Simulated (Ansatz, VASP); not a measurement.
**CdSe: VASP beside Ansatz**

```
Cd Se
1.0
     4.08357    0.00000    0.00000
    -2.04179    3.53648    0.00000
     0.00000    0.00000    7.01520
Cd Se
2 2
Direct
  0.66667 0.33333 0.00000
  0.33333 0.66667 0.50000
  0.66667 0.33333 0.37500
  0.33333 0.66667 0.87500
```

Change from the starting cell: strain -0.050 along x and y, +0.000 along z, atoms carried along.

Alike in both runs: task single point; functional PBE; k mesh 9 × 9 × 4; occupations gaussian, width 0.05 eV; no spin polarisation.

```csv
,VASP,Ansatz
version,VASP 6.6.1,Ansatz 0.2.0
potentials or method,"VASP PAW PBE potentials, release 64 (Cd, Se)","scalar-relativistic, plane waves, PAW"
plane-wave cutoff (eV),520,420
valence electrons in the cell,36,72
```

|  | VASP | Ansatz | Ansatz less VASP |
| --- | --- | --- | --- |
| gap on the k mesh at the Fermi level (eV) | 0.79 | 0.79 | -0.004 |
| least direct gap on the mesh (eV) | 0.79 | 0.79 | -0.004 |
| pressure (GPa) | 11.2 | 10.7 | -0.50 |
| largest component of the traceless stress (GPa) | 4.36 | 4.27 | -0.094 |
| rms of the force components (eV/Å) | 0.346 | 0.333 | -0.0124 |

Atom by atom the forces differ by 0.012 eV/Å (rms over components). The two sets of potentials don't hold the same shells in valence.

Caveats: the cell's inner coordinates are idealised or old, which leaves forces on the atoms.
